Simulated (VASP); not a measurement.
# TiC in VASP: work function with PBE

Aim: the work function of TiC with PBE.

Program: VASP 6.6.1. These are calculated values, not measurements. Logs are shortened: lines on timing, memory, paths and dates and some standing lists are left out, and cuts for length are marked.

**1. The cell of the first run**

The cell holds a slab with vacuum, 12 atoms: a = 3.060 Å, b = 3.060 Å, c = 25.820 Å, α = 90.00°, β = 90.00°, γ = 90.00°.

**2. Work function, PBE (the (1 0 0) slab of TiC, cut from the database cell, not relaxed)**

INCAR

```
PREC = Accurate
ENCUT = 520
EDIFF = 1E-6
ISMEAR = 0
SIGMA = 0.05
LREAL = False
LASPH = True
NELM = 60
ALGO = Normal
ISIF = 2
LWAVE = False
LCHARG = True
LDIPOL = True
IDIPOL = 3
DIPOL = 0.5 0.5 0.500
GGA = PE
LELF = True
LVHAR = True
LVACPOTAV = True
```

KPOINTS

```
Automatic mesh
0
Gamma
  9 9 1
```

POSCAR

```
TiC
1.0
    3.0603581490      0.0000000000      0.0000000000
    0.0000000000      3.0603581490      0.0000000000
    0.0000000000      0.0000000000     25.8200000000
Ti C
6 6
Direct
    0.5000000000      0.5000000000      0.2904725019
    0.0000000000      0.0000000000      0.3742835012
    0.5000000000      0.5000000000      0.4580945004
    0.0000000000      0.0000000000      0.5419054996
    0.5000000000      0.5000000000      0.6257164988
    0.0000000000      0.0000000000      0.7095274981
    0.0000000000      0.0000000000      0.2904725019
    0.5000000000      0.5000000000      0.3742835012
    0.0000000000      0.0000000000      0.4580945004
    0.5000000000      0.5000000000      0.5419054996
    0.0000000000      0.0000000000      0.6257164988
    0.5000000000      0.5000000000      0.7095274981
```

Potentials or basis: VASP PAW PBE potentials, release 64 (Ti_sv, C).

The run is started by

```
> cat potpaw_PBE.64/Ti_sv/POTCAR potpaw_PBE.64/C/POTCAR > POTCAR
> mpirun -np 1 vasp_std > vasp.out
```

OUTCAR:

```text
PREC = Accurate
   ENCUT = 520
   EDIFF = 1E-6
   ISMEAR = 0
   LREAL = False
   LASPH = True
   NELM = 60
   ISIF = 2
   GGA = PE

 ion  position               nearest neighbor table
   1  0.500  0.500  0.290-   7 2.16   7 2.16   7 2.16   7 2.16   8 2.16
   2  0.000  0.000  0.374-   9 2.16   8 2.16   8 2.16   8 2.16   8 2.16   7 2.16
   3  0.500  0.500  0.458-  10 2.16   8 2.16   9 2.16   9 2.16   9 2.16   9 2.16
   4  0.000  0.000  0.542-   9 2.16  11 2.16  10 2.16  10 2.16  10 2.16  10 2.16
   5  0.500  0.500  0.626-  10 2.16  11 2.16  11 2.16  11 2.16  11 2.16  12 2.16
   6  0.000  0.000  0.710-  12 2.16  12 2.16  12 2.16  12 2.16  11 2.16
   7  0.000  0.000  0.290-   1 2.16   1 2.16   1 2.16   1 2.16   2 2.16
   8  0.500  0.500  0.374-   3 2.16   2 2.16   2 2.16   2 2.16   2 2.16   1 2.16
   9  0.000  0.000  0.458-   4 2.16   2 2.16   3 2.16   3 2.16   3 2.16   3 2.16
  10  0.500  0.500  0.542-   3 2.16   5 2.16   4 2.16   4 2.16   4 2.16   4 2.16
  11  0.000  0.000  0.626-   4 2.16   5 2.16   5 2.16   5 2.16   5 2.16   6 2.16
  12  0.500  0.500  0.710-   6 2.16   6 2.16   6 2.16   6 2.16   5 2.16

  LATTYP: Found a simple tetragonal cell.
 ALAT       =     3.0603581490
 C/A-ratio  =     8.4369210213

  Lattice vectors:

 A1 = (   3.0603581490,   0.0000000000,   0.0000000000)
 A2 = (   0.0000000000,   3.0603581490,   0.0000000000)
 A3 = (   0.0000000000,   0.0000000000,  25.8200000000)

Analysis of symmetry for initial positions (statically):
=====================================================================
 Subroutine PRICEL returns:
 Original cell was already a primitive cell.

 Routine SETGRP: Setting up the symmetry group for a
 simple tetragonal supercell.

 Subroutine GETGRP returns: Found 16 space group operations
 (whereof  8 operations were pure point group operations)
 out of a pool of 16 trial point group operations.

The static configuration has the point symmetry C_4v.
 The point group associated with its full space group is D_4h.

Analysis of symmetry for dynamics (positions and initial velocities):
=====================================================================
 Subroutine PRICEL returns:
 Original cell was already a primitive cell.

 Routine SETGRP: Setting up the symmetry group for a
 simple tetragonal supercell.

 Subroutine GETGRP returns: Found 16 space group operations
 (whereof  8 operations were pure point group operations)
 out of a pool of 16 trial point group operations.

The dynamic configuration has the point symmetry C_4v.
 The point group associated with its full space group is D_4h.

 Subroutine INISYM returns: Found 16 space group operations
 (whereof  8 operations are pure point group operations),
 and found     1 'primitive' translations

----------------------------------------------------------------------------------------

                                     Primitive cell

  volume of cell :     241.8247

  direct lattice vectors                    reciprocal lattice vectors
     3.060358149  0.000000000  0.000000000     0.326759141  0.000000000  0.000000000
     0.000000000  3.060358149  0.000000000     0.000000000  0.326759141  0.000000000
     0.000000000  0.000000000 25.820000000     0.000000000  0.000000000  0.038729667

  length of vectors
     3.060358149  3.060358149 25.820000000     0.326759141  0.326759141  0.038729667

  position of ions in fractional coordinates (direct lattice)
     0.500000000  0.500000000  0.290472502
     0.000000000  0.000000000  0.374283501
     0.500000000  0.500000000  0.458094500
     0.000000000  0.000000000  0.541905500
     0.500000000  0.500000000  0.625716499
     0.000000000  0.000000000  0.709527498
     0.000000000  0.000000000  0.290472502
     0.500000000  0.500000000  0.374283501
     0.000000000  0.000000000  0.458094500
     0.500000000  0.500000000  0.541905500
     0.000000000  0.000000000  0.625716499
     0.500000000  0.500000000  0.709527498

  ion indices of the primitive-cell ions
   primitive index   ion index
                 1           1
                 2           2
                 3           3
                 4           4
                 5           5
                 6           6
                 7           7
                 8           8
                 9           9
                10          10
                11          11
                12          12

----------------------------------------------------------------------------------------

 KPOINTS: Automatic mesh

Automatic generation of k-mesh.
 Grid dimensions read from file:
 generate k-points for:    9    9    1

 Generating k-lattice:

  Cartesian coordinates                     Fractional coordinates (reciprocal lattice)
     0.036306571  0.000000000  0.000000000     0.111111111  0.000000000  0.000000000
     0.000000000  0.036306571  0.000000000     0.000000000  0.111111111  0.000000000
     0.000000000  0.000000000  0.038729667     0.000000000  0.000000000  1.000000000

  Length of vectors
     0.036306571  0.036306571  0.038729667

  Shift w.r.t. Gamma in fractional coordinates (k-lattice)
     0.000000000  0.000000000  0.000000000

 Subroutine IBZKPT returns following result:
 ===========================================

 Found     15 irreducible k-points:

 Following reciprocal coordinates:
            Coordinates               Weight
  0.000000  0.000000  0.000000      1.000000
  0.111111  0.000000  0.000000      4.000000
  0.222222  0.000000  0.000000      4.000000
  0.333333  0.000000  0.000000      4.000000
  0.444444  0.000000  0.000000      4.000000
  0.111111  0.111111  0.000000      4.000000
  0.222222  0.111111  0.000000      8.000000
  0.333333  0.111111  0.000000      8.000000
  0.444444  0.111111  0.000000      8.000000
  0.222222  0.222222  0.000000      4.000000
  0.333333  0.222222  0.000000      8.000000
  0.444444  0.222222  0.000000      8.000000
  0.333333  0.333333  0.000000      4.000000
  0.444444  0.333333  0.000000      8.000000
  0.444444  0.444444  0.000000      4.000000
   k-points           NKPTS =     15   k-points in BZ     NKDIM =     15   number of bands    NBANDS=     57
   number of dos      NEDOS =    301   number of ions     NIONS =     12
   total plane-waves  NPLWV = 110592
   dimension x,y,z NGX =    24 NGY =   24 NGZ =  192
   dimension x,y,z NGXF=    48 NGYF=   48 NGZF=  384
   ions per type =               6   6
   NGX,Y,Z   is equivalent  to a cutoff of  13.04, 13.04, 12.36 a.u.
   NGXF,Y,Z  is equivalent  to a cutoff of  26.07, 26.07, 24.72 a.u.
 SYSTEM =  unknown system
   PREC   = accura    normal or accurate (medium, high low for compatibility)
   ISTART =      0    job   : 0-new  1-cont  2-samecut
   ICHARG =      2    charge: 1-file 2-atom 10-const
   ISPIN  =      1    spin polarized calculation?
   LNONCOLLINEAR =      F non collinear calculations
   LSORBIT =      F    spin-orbit coupling
   LASPH  =      T    aspherical Exc in radial PAW
   ENCUT  =  520.0 eV  38.22 Ry    6.18 a.u.   5.69  5.69 48.01*2*pi/ulx,y,z
   NELM   =     60;   NELMIN=  2; NELMDL= -5     # of ELM steps
   EDIFF  = 0.1E-05   stopping-criterion for ELM
   LREAL  =      F    real-space projection
   EDIFFG = 0.1E-04   stopping-criterion for IOM
   NSW    =      0    number of steps for IOM
   IBRION =     -1    ionic relax: 0-MD 1-quasi-New 2-CG
   NFREE  =      0    steps in history (QN), initial steepest desc. (CG)
   ISIF   =      2    stress and relaxation
   ISYM   =      2    0-nonsym 1-usesym 2-fastsym
   POTIM  = 0.5000    time-step for ionic-motion
   TEBEG  =    0.0;   TEEND  =   0.0 temperature during run
   PSTRESS=    0.0 pullay stress
   NELECT =      96.0000    total number of electrons
   NUPDOWN=      -1.0000    fix difference up-down
   EMIN   =  10.00;   EMAX   =-10.00  energy-range for DOS
   EFERMI =   0.00;   METHOD = LEGACY
   ISMEAR =     0;   SIGMA  =   0.05  broadening in eV -4-tet -1-fermi 0-gaus
   EFERMI_NEDOS =   21; number of points for ismear=-14 and -15
   IALGO  =     38    algorithm
   IMIX   =      4    mixing-type and parameters
     AMIX     =   0.40;   BMIX     =  1.00
     AMIX_MAG =   1.60;   BMIX_MAG =  1.00
  volume/ion in A,a.u.               =      20.15       135.99
  Fermi-wavevector in a.u.,A,eV,Ry     =   1.203183  2.273686 19.696462  1.447649
  Thomas-Fermi vector in A             =   2.338943
   LORBIT       =      0    0 simple, 1 ext, 2 COOP (PROOUT), +10 PAW based schemes
   GGA     = PE    functional components
   LHFCALC =     F    Hartree Fock is set to
   AEXX    =    0.0000 exact exchange contribution
   IVDW    =     0    specifies the selected vdW correction
   LEPSILON=     F    determine dielectric tensor
   LRPA    =     F    only Hartree local field effects (RPA)
 non-spin polarized calculation
 Gauss-broadening in eV      SIGMA  =   0.05
  energy-cutoff  :      520.00
  volume of cell :      241.82
 maximum number of plane-waves:      6548
 NGX is ok and might be reduce to    24
   NGX = 11   NGY = 11   NGZ = 97

 dipolmoment           0.000000      0.000000     -0.000000 electrons x Angstroem

 number of electron      96.0000030 magnetization

 dipolmoment           0.000000      0.000000      0.000000 electrons x Angstroem

 Free energy of the ion-electron system (eV)
  ---------------------------------------------------
  ext. energy  EPLUGINS =         0.00000000
  ---------------------------------------------------
  free energy    TOTEN  =      -110.20229418 eV

  energy without entropy =     -110.20021131  energy(sigma->0) =     -110.20125275

 E-fermi :   2.6927     XC(G=0):  -7.1114

 val. band max:        2.6809105268   @ k =   0.1111   0.0000   0.0000
 cond. band min:       2.7865162631   @ k =   0.0000   0.0000   0.0000
 fundamental gap:      0.1056057363
 Fermi energy:         2.6927055752

 k-point     1 :       0.0000    0.0000    0.0000
  band No.  band energies     occupation
      1     -53.8833      2.00000
      2     -53.8829      2.00000
      3     -53.8392      2.00000
      4     -53.8060      2.00000
      5     -53.7739      2.00000
      6     -53.7586      2.00000
[... 49 lines left out ...]
     56       4.4627      0.00000
     57       4.4628      0.00000

 k-point     2 :       0.1111    0.0000    0.0000
  band No.  band energies     occupation
      1     -53.8797      2.00000
      2     -53.8794      2.00000
      3     -53.8344      2.00000
      4     -53.8029      2.00000
      5     -53.7724      2.00000
      6     -53.7582      2.00000
[... 49 lines left out ...]
     56       4.4579      0.00000
     57       4.5532      0.00000

 k-point     3 :       0.2222    0.0000    0.0000
  band No.  band energies     occupation
      1     -53.8705      2.00000
      2     -53.8704      2.00000
      3     -53.8213      2.00000
      4     -53.7947      2.00000
      5     -53.7688      2.00000
      6     -53.7580      2.00000
[... 654 lines left out ...]
      1     -53.8355      2.00000
      2     -53.8355      2.00000
      3     -53.7657      2.00000
      4     -53.7615      2.00000
      5     -53.7479      2.00000
      6     -53.7478      2.00000
[... 49 lines left out ...]
     56       5.5338      0.00000
     57       5.6249      0.00000

 k-point    15 :       0.4444    0.4444    0.0000
  band No.  band energies     occupation
      1     -53.8303      2.00000
      2     -53.8303      2.00000
      3     -53.7587      2.00000
      4     -53.7572      2.00000
      5     -53.7428      2.00000
      6     -53.7428      2.00000
[... 49 lines left out ...]
     56       5.4815      0.00000
     57       5.4945      0.00000

------------------------ aborting loop because EDIFF is reached ----------------------------------------

  FORCE on cell =-STRESS in cart. coord.  units (eV):
  Direction    XX          YY          ZZ          XY          YZ          ZX
  --------------------------------------------------------------------------------------
  -------------------------------------------------------------------------------------
  Total       -3.8701782     -3.8701782     -1.5980873      0.0000000      0.0000000      0.0000000
  in kB      -25.6413447    -25.6413447    -10.5879121      0.0000000      0.0000000      0.0000000
  external PRESSURE =     -20.6235338 kB  Pullay stress =       0.0000000 kB

 VOLUME and BASIS-vectors are now :
 -----------------------------------------------------------------------------
  energy-cutoff  :      520.00
  volume of cell :      241.82
      direct lattice vectors                 reciprocal lattice vectors
     3.060358149  0.000000000  0.000000000     0.326759141  0.000000000  0.000000000
     0.000000000  3.060358149  0.000000000     0.000000000  0.326759141  0.000000000
     0.000000000  0.000000000 25.820000000     0.000000000  0.000000000  0.038729667

 POSITION                                       TOTAL-FORCE (eV/Angst)
 -----------------------------------------------------------------------------------
      1.53018      1.53018      7.50000        -0.000000     -0.000000      1.410279
      0.00000      0.00000      9.66400         0.000000     -0.000000      0.257938
      1.53018      1.53018     11.82800         0.000000      0.000000      0.046037
      0.00000      0.00000     13.99200         0.000000     -0.000000     -0.046037
      1.53018      1.53018     16.15600         0.000000      0.000000     -0.257938
      0.00000      0.00000     18.32000         0.000000      0.000000     -1.410279
      0.00000      0.00000      7.50000         0.000000      0.000000     -1.019671
      1.53018      1.53018      9.66400         0.000000     -0.000000     -0.635511
      0.00000      0.00000     11.82800         0.000000     -0.000000     -0.152510
      1.53018      1.53018     13.99200         0.000000      0.000000      0.152510
      0.00000      0.00000     16.15600         0.000000      0.000000      0.635511
      1.53018      1.53018     18.32000         0.000000     -0.000000      1.019671
 -----------------------------------------------------------------------------------
    total drift:                                0.000000     -0.000000      0.000000

  FREE ENERGIE OF THE ION-ELECTRON SYSTEM (eV)
  ---------------------------------------------------
  free  energy   TOTEN  =      -110.2022941843 eV

  energy  without entropy=     -110.2002113103  energy(sigma->0) =     -110.20125275

 vacuum level on the upper side and lower side of the slab         6.813         6.813
```

Run time: 12 min. Hardware: 1 thread of AMD EPYC, shared host; peak memory 0.37 GiB.

What came out:

```yaml
Free_energy: -110.2023 eV
Largest_force: 1.410 eV/Å
Band_gap_on_the_k_mesh: none (metal or under the smearing width)
Work_function_of_the_upper_face: 4.12 eV
Work_function_of_the_lower_face: 4.12 eV
```

Forces on the atoms (eV/Å):
```
Ti   0.000  0.000  1.410
Ti   0.000  0.000  0.258
Ti   0.000  0.000  0.046
Ti   0.000  0.000 -0.046
Ti   0.000  0.000 -0.258
Ti   0.000  0.000 -1.410
C    0.000  0.000 -1.020
C    0.000  0.000 -0.636
C    0.000  0.000 -0.153
C    0.000  0.000  0.153
C    0.000  0.000  0.636
C    0.000  0.000  1.020
```
